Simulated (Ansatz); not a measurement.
Ni₃Si: strain energy, fitted

Ni₃Si, Pm-3m, a = 3.506 Å. The structure is a COD entry; whether it is the stable form wasn't checked. Ansatz: PBE, PAW, 420 eV, Γ-centred 14×14×14 mesh on 4 atoms, Gaussian smearing 0.10 eV; no spin polarisation. Series: equal strain along all axes, cell held, atoms fixed by symmetry; x is the strain in per cent. y is the free energy over the unstrained cell, V0 = 10.776 Å³/atom.

```tsv
x (%)	y (meV/atom)
-4.5	155.65
-3.0	65.27
-1.5	15.42
0.0	0.00
1.5	13.73
3.0	52.02
4.5	?
```

Q: Fit y = c2 x² + c3 x³ to the other rows, turn c2 into a modulus, and predict the missing energy.

A: Least squares on the rows shown. y = 6.5319 x² − 0.25488 x³. In eV per unit strain² c2 is 65.32; the stiffness is B for this strain (E = 9/2 B V0 ε², shape held): 2 × 65.32 × 160.2 / (9 × 10.776) = 216 GPa. At x = 4.5 the fit asked for gives 109.05 meV/atom. The run gave 110.86 meV/atom, so the fit is 1.81 meV/atom too low, 1.2 % of the span of the series, against an rms of 0.21 meV/atom on the fitted rows. The row lies outside the fitted range. With a term in x⁴ added, a fit to the same known rows predicts 110.91 meV/atom, so most of the miss is curvature that the known rows already hold.